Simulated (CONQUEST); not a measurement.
Runs of CONQUEST 1.3 on BaTiO3. The structure is tetragonal, space group P4mm (No. 99). The conventional cell has a = 4.000 Å, b = 4.000 Å, c = 4.018 Å, α = 90.00°, β = 90.00°, γ = 90.00°. Ba (site symmetry 4mm) is surrounded by 12 O at 2.79 to 2.88 Å. Ti (site symmetry 4mm) is surrounded by 6 O at 1.89 to 2.13 Å. Around O (site symmetry 2mm) lie 2 Ti at 2.00 Å. Around O (site symmetry 4mm) lie 2 Ti at 1.89 to 2.13 Å. 

```csv
task,potentials or basis,k mesh,gap on the mesh (eV),pressure (GPa),largest force (eV/Å)
single point,"PseudoDojo NC PBE, SZP, grid cutoff 150 Ha",5 × 5 × 5,1.60,6.5,0.20
single point,"PseudoDojo NC PBE, DZ, grid cutoff 150 Ha",7 × 7 × 7,1.79,4.0,0.17
single point,"PseudoDojo NC PBE, SZP, grid cutoff 150 Ha",6 × 6 × 6,1.44,6.5,0.20
single point,"PseudoDojo NC PBE, SZP, grid cutoff 150 Ha",8 × 8 × 8,1.44,6.5,0.20
single point,"PseudoDojo NC PBE, SZP, grid cutoff 150 Ha",7 × 7 × 7,1.54,6.5,0.20
single point,"PseudoDojo NC PBE, DZP, grid cutoff 150 Ha",7 × 7 × 7,1.78,(a),(b)
single point,"PseudoDojo NC PBE, SZP, grid cutoff 150 Ha",4 × 4 × 4,1.43,6.5,0.27
```

Alike in all rows: level PBE; no spin polarisation; cell as given; smearing fermi-dirac 0.05 eV.

Question: Estimate the missing entries.

Answer: (a) 4.5; (b) 0.21.

Caveats: spin-orbit coupling is left out, which moves the levels of the heavy elements; the basis of atomic orbitals isn't converged, which shifts pressures, moduli and gaps; the atomic basis is small (some runs); an odd mesh through Γ misses points on the zone boundary, where band edges often lie (some runs).

A k mesh can miss the band edges, and the runs leave out spin-orbit coupling on Ba.

Not every run made on this cell is shown here.
